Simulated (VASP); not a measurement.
Here is a VASP 6.6.1 calculation.

Contents of INCAR:

```
SYSTEM = MoP
PREC = Accurate
ENCUT = 520
EDIFF = 1E-6
ISMEAR = 0
SIGMA = 0.02
LREAL = .False.
LASPH = .True.
NELM = 100
ALGO = Normal
ISIF = 2
LWAVE = .False.
LCHARG = .True.
GGA = PE
LELF = .True.
LVHAR = .True.
NBANDS = 16
```

The input KPOINTS:

```
Automatic mesh
0
Gamma
  10 10 8
  0 0 0
```

Contents of POSCAR:

```
MoP
3.223
    1.000000000000      0.000000000000      0.000000000000
   -0.500000000000      0.866025403785      0.000000000000
    0.000000000000      0.000000000000      0.990071362085
Mo P
1 1
Direct
    0.0000000000      0.0000000000      0.0000000000
    0.3333333333      0.6666666667      0.5000000000
```

Potentials or basis: VASP PAW PBE potentials, release 64 (Mo_sv, P).

Run with:

```bash
$ cat potpaw_PBE.64/Mo_sv/POTCAR potpaw_PBE.64/P/POTCAR > POTCAR
$ mpirun -np 1 vasp_std > vasp.out
```

(1) What does it give for the band gap on the k mesh?

(2) Estimate the pressure.

Answers

(1) none (metal or under the smearing width).

(2) 2.6 GPa.
